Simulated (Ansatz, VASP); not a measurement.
## Two plane-wave programs on TiO2

INCAR

```
SYSTEM = TiO2
  PREC = Accurate
  ENCUT = 520
  EDIFF = 1E-7
  ISMEAR = -1
  SIGMA = 0.05
  LREAL = .False.
  LASPH = .True.
  NELM = 60
  ALGO = Normal
  ISIF = 2
  LWAVE = .False.
  LCHARG = .False.
  GGA = PE
  NBANDS = 19
```

Contents of KPOINTS:

```
regular mesh
0
Gamma
  10 10 10
  0 0 0
```

Contents of POSCAR:

```
TiO2
1.0
    1.5170351874      0.8758606738      7.0734173569
   -1.5170351874      0.8758606738      7.0734173569
    0.0000000000     -1.7517213477      7.0734173569
Ti O
1 2
Direct
    0.0000000000      0.0000000000      0.0000000000
    0.3795330000      0.3795330000      0.3795330000
    0.6204670000      0.6204670000      0.6204670000
```

The input input.yaml:

```yaml
crystal:
  lattice:
    - [1.5170351874, 0.8758606738, 7.0734173569]
    - [-1.5170351874, 0.8758606738, 7.0734173569]
    - [0.0, -1.7517213477, 7.0734173569]
  atoms:
    - { symbol: Ti, position: [0.0, 0.0, 0.0] }
    - { symbol: O, position: [0.379533, 0.379533, 0.379533] }
    - { symbol: O, position: [0.620467, 0.620467, 0.620467] }
hamiltonian:
  xc: pbe
  pseudopotentials: { kind: paw }
kpoints:
  mp_grid: { grid: [10, 10, 10] }
scf:
  occupations: { method: fermi_dirac, width: 0.05 }
output:
  forces: true
  stress: true
  eigenvalues: true
  write_density: true
  write_potential: true
  elf: true
  volumetric_format: npy
```

Change from the starting cell: volume scaled by 1.04.

Alike in both runs: task single point; functional PBE; k mesh 10 × 10 × 10; occupations fermi-dirac, width 0.05 eV; no spin polarisation.

```csv
,VASP,Ansatz
version,VASP 6.6.1,Ansatz 0.2.0
potentials or method,"VASP PAW PBE potentials, release 64 (Ti_sv, O)",Ansatz PAW
plane-wave cutoff (eV),520,420
valence electrons in the cell,24,24
```

```tsv
	VASP	Ansatz	Ansatz less VASP
gap on the k mesh at the Fermi level (eV)	2.55	2.57	+0.024
least direct gap on the mesh (eV)	2.74	2.76	+0.020
pressure (GPa)	-4.8	-5.2	-0.40
largest component of the traceless stress (GPa)	1.53	1.75	+0.225
rms of the force components (eV/Å)	0.266	0.292	+0.0254
```

Atom by atom the forces differ by 0.025 eV/Å (rms over components).

Caveats: the pressure holds a Pulay correction of +0.4 GPa for the finite cutoff (Ansatz). A k mesh can miss the band edges.
